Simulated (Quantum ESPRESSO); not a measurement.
# AlN (P6_3/mmc) in Quantum ESPRESSO: reference runs, part 2 of 2

Quantum ESPRESSO 7.5. Earlier steps stand in the parts before.

## Step 3: Single point, PBE (atoms moved at random, drawn with an rms of 0.05 Å)

Input file pw.in:

```
&CONTROL
  calculation = 'scf'
  prefix = 'pwscf'
  outdir = './tmp'
  pseudo_dir = './pseudo'
  tprnfor = .true.
  tstress = .true.
  disk_io = 'nowf'
/
&SYSTEM
  ibrav = 0
  nat = 4
  ntyp = 2
  ecutwfc = 60
  ecutrho = 480
  nbnd = 14
  occupations = 'smearing'
  smearing = 'fd'
  degauss = 0.00367493
/
&ELECTRONS
  conv_thr = 8d-10
  electron_maxstep = 120
  mixing_beta = 0.5
/
ATOMIC_SPECIES
Al    26.9815 Al.pbe-n-kjpaw_psl.1.0.0.UPF
N     14.0070 N.pbe-n-radius_5.UPF
CELL_PARAMETERS angstrom
   3.3121157418    0.0000000000    0.0000000000
  -1.6560578709    2.8683763727    0.0000000000
   0.0000000000    0.0000000000    4.1875630000
ATOMIC_POSITIONS crystal
Al     0.6698750000    0.3198000000    0.2522210000
Al     0.3225800000    0.6714430000    0.7545390000
N      0.6734740000    0.3386690000    0.7491070000
N      0.3320150000    0.6802010000    0.2459270000
K_POINTS automatic
9 9 7 0 0 0
```

Potentials or basis: SSSP 1.3 efficiency PBE.

Started as:

```sh
OMP_NUM_THREADS=1 pw.x -in pw.in > pw.out
```

pw.out:

```text
This program is part of the open-source Quantum ESPRESSO suite
     for quantum simulation of materials; please cite
         "P. Giannozzi et al., J. Phys.:Condens. Matter 21 395502 (2009);
         "P. Giannozzi et al., J. Phys.:Condens. Matter 29 465901 (2017);
         "P. Giannozzi et al., J. Chem. Phys. 152 154105 (2020);
     in publications or presentations arising from this work. More details at

     file Al.pbe-n-kjpaw_psl.1.0.0.UPF: wavefunction(s)  3S 3P renormalized

     G-vector sticks info
     --------------------
     sticks:   dense  smooth     PW     G-vecs:    dense   smooth      PW
     Sum        1285     649    199                47671    16887    2763

     Using Slab Decomposition

     bravais-lattice index     =            0
     lattice parameter (alat)  =       6.2590  a.u.
     unit-cell volume          =     268.4724 (a.u.)^3
     number of atoms/cell      =            4
     number of atomic types    =            2
     number of electrons       =        16.00
     number of Kohn-Sham states=           14
     kinetic-energy cutoff     =      60.0000  Ry
     charge density cutoff     =     480.0000  Ry
     scf convergence threshold =      8.0E-10
     mixing beta               =       0.5000
     number of iterations used =            8  plain     mixing
     Exchange-correlation= PBE
                           (   1   4   3   4   0   0   0)

     celldm(1)=   6.258992  celldm(2)=   0.000000  celldm(3)=   0.000000
     celldm(4)=   0.000000  celldm(5)=   0.000000  celldm(6)=   0.000000

     crystal axes: (cart. coord. in units of alat)
               a(1) = (   1.000000   0.000000   0.000000 )
               a(2) = (  -0.500000   0.866025   0.000000 )
               a(3) = (   0.000000   0.000000   1.264317 )

     reciprocal axes: (cart. coord. in units 2 pi/alat)
               b(1) = (  1.000000  0.577350 -0.000000 )
               b(2) = (  0.000000  1.154701  0.000000 )
               b(3) = (  0.000000 -0.000000  0.790941 )

     PseudoPot. # 1 for Al read from file:
     Al.pbe-n-kjpaw_psl.1.0.0.UPF
     Pseudo is Projector augmented-wave + core cor, Zval =  3.0
     Generated using "atomic" code by A. Dal Corso  v.5.1
     Shape of augmentation charge: PSQ
     Using radial grid of 1135 points,  6 beta functions with:
                l(1) =   0
                l(2) =   0
                l(3) =   1
                l(4) =   1
                l(5) =   2
                l(6) =   2
     Q(r) pseudized with 0 coefficients

     PseudoPot. # 2 for N  read from file:
     N.pbe-n-radius_5.UPF
     Pseudo is Ultrasoft + core correction, Zval =  5.0
     Generated using "atomic" code by A. Dal Corso  v.5.1
     Using radial grid of 1085 points,  4 beta functions with:
                l(1) =   0
                l(2) =   0
                l(3) =   1
                l(4) =   1
     Q(r) pseudized with 0 coefficients

     atomic species   valence    mass     pseudopotential
     Al                3.00    26.98150     Al( 1.00)
     N                 5.00    14.00700     N ( 1.00)

     No symmetry found

   Cartesian axes

     site n.     atom                  positions (alat units)
         1        Al     tau(   1) = (   0.5099750   0.2769549   0.3188872  )
         2        Al     tau(   2) = (  -0.0131415   0.5814867   0.9539762  )
         3        N      tau(   3) = (   0.5041395   0.2932960   0.9471084  )
         4        N      tau(   4) = (  -0.0080855   0.5890713   0.3109296  )

     number of k points=   284  Fermi-Dirac smearing, width (Ry)=  0.0037

     Number of k-points >= 100: set verbosity='high' to print them.

     Dense  grid:    47671 G-vectors     FFT dimensions: (  45,  45,  60)

     Smooth grid:    16887 G-vectors     FFT dimensions: (  32,  32,  40)

     Initial potential from superposition of free atoms

     starting charge      15.9954, renormalised to      16.0000
     Starting wfcs are   16 randomized atomic wfcs

     Self-consistent Calculation

     iteration #  1     ecut=    60.00 Ry     beta= 0.50
     Davidson diagonalization with overlap
     ethr =  1.00E-02,  avg # of iterations =  4.1

     total energy              =    -119.40634708 Ry
     estimated scf accuracy    <       1.14272795 Ry

     iteration #  2     ecut=    60.00 Ry     beta= 0.50
     Davidson diagonalization with overlap
     ethr =  7.14E-03,  avg # of iterations =  2.0

     total energy              =    -119.74010196 Ry
     estimated scf accuracy    <       0.09111724 Ry

     iteration #  3     ecut=    60.00 Ry     beta= 0.50
     Davidson diagonalization with overlap
     ethr =  5.69E-04,  avg # of iterations =  5.4

     total energy              =    -119.75098907 Ry
     estimated scf accuracy    <       0.01336264 Ry

     iteration #  4     ecut=    60.00 Ry     beta= 0.50
     Davidson diagonalization with overlap
     ethr =  8.35E-05,  avg # of iterations =  5.0

     total energy              =    -119.75172940 Ry
     estimated scf accuracy    <       0.01846158 Ry

     iteration #  5     ecut=    60.00 Ry     beta= 0.50
     Davidson diagonalization with overlap
     ethr =  8.35E-05,  avg # of iterations =  2.1

     total energy              =    -119.75421265 Ry
     estimated scf accuracy    <       0.00034478 Ry

     iteration #  6     ecut=    60.00 Ry     beta= 0.50
     Davidson diagonalization with overlap
     c_bands:  1 eigenvalues not converged
     c_bands:  1 eigenvalues not converged
     c_bands:  1 eigenvalues not converged
     c_bands:  1 eigenvalues not converged
     c_bands:  1 eigenvalues not converged
     c_bands:  1 eigenvalues not converged
[... 12 lines left out ...]
     c_bands:  1 eigenvalues not converged
     c_bands:  1 eigenvalues not converged
     ethr =  2.15E-06,  avg # of iterations =  9.7

     total energy              =    -119.75458766 Ry
     estimated scf accuracy    <       0.00007878 Ry

     iteration #  7     ecut=    60.00 Ry     beta= 0.50
     Davidson diagonalization with overlap
     ethr =  4.92E-07,  avg # of iterations =  1.4

     total energy              =    -119.75456675 Ry
     estimated scf accuracy    <       0.00006131 Ry

     iteration #  8     ecut=    60.00 Ry     beta= 0.50
     Davidson diagonalization with overlap
     ethr =  3.83E-07,  avg # of iterations =  1.1

     total energy              =    -119.75457101 Ry
     estimated scf accuracy    <       0.00000564 Ry

     iteration #  9     ecut=    60.00 Ry     beta= 0.50
     Davidson diagonalization with overlap
     ethr =  3.52E-08,  avg # of iterations =  2.5

     total energy              =    -119.75457248 Ry
     estimated scf accuracy    <       0.00000025 Ry

     iteration # 10     ecut=    60.00 Ry     beta= 0.50
     Davidson diagonalization with overlap
     ethr =  1.59E-09,  avg # of iterations =  3.6

     total energy              =    -119.75457263 Ry
     estimated scf accuracy    <          8.1E-10 Ry

     iteration # 11     ecut=    60.00 Ry     beta= 0.50
     Davidson diagonalization with overlap
     ethr =  5.05E-12,  avg # of iterations =  4.4

     End of self-consistent calculation

     Number of k-points >= 100: set verbosity='high' to print the bands.

     the Fermi energy is    10.2688 ev

!    total energy              =    -119.75457263 Ry
     estimated scf accuracy    <          2.1E-10 Ry
     smearing contrib. (-TS)   =      -0.00000000 Ry
     internal energy E=F+TS    =    -119.75457263 Ry

     The total energy is F=E-TS. E is the sum of the following terms:
     one-electron contribution =      -0.80905636 Ry
     hartree contribution      =      11.29250819 Ry
     xc contribution           =     -16.57088358 Ry
     ewald contribution        =     -44.32415062 Ry
     one-center paw contrib.   =     -69.34299026 Ry

     convergence has been achieved in  11 iterations

     Forces acting on atoms (cartesian axes, Ry/au):

     atom    1 type  1   force =    -0.02732701    0.05032480    0.00119083
     atom    2 type  1   force =     0.03483454    0.00339605   -0.00359504
     atom    3 type  2   force =    -0.03096307   -0.00683679   -0.00401902
     atom    4 type  2   force =     0.02345554   -0.04688406    0.00642322

     Total force =     0.091268     Total SCF correction =     0.000006

     Computing stress (Cartesian axis) and pressure

          total   stress  (Ry/bohr**3)                   (kbar)     P=       13.63
  -0.00011763   0.00035598   0.00000035          -17.30       52.37        0.05
   0.00035598   0.00038004   0.00000594           52.37       55.91        0.87
   0.00000035   0.00000594   0.00001548            0.05        0.87        2.28

=------------------------------------------------------------------------------=
   JOB DONE.
=------------------------------------------------------------------------------=
```

It took 2.8 min on 1 thread of Arm Neoverse V1, shared host; peak memory 0.34 GiB.

What came out:

| Property | Result |
| --- | --- |
| Free energy | -1629.3440 eV |
| Pressure | 1.4 GPa |
| Largest force | 1.473 eV/Å |
| Band gap on the k mesh | 3.26 eV, direct |

Forces on the atoms (eV/Å):
```
Al  -0.703  1.294  0.031
Al   0.896  0.087 -0.092
N   -0.796 -0.176 -0.103
N    0.603 -1.205  0.165
```

Caveat: an odd mesh through Γ misses points on the zone boundary, where band edges often lie.
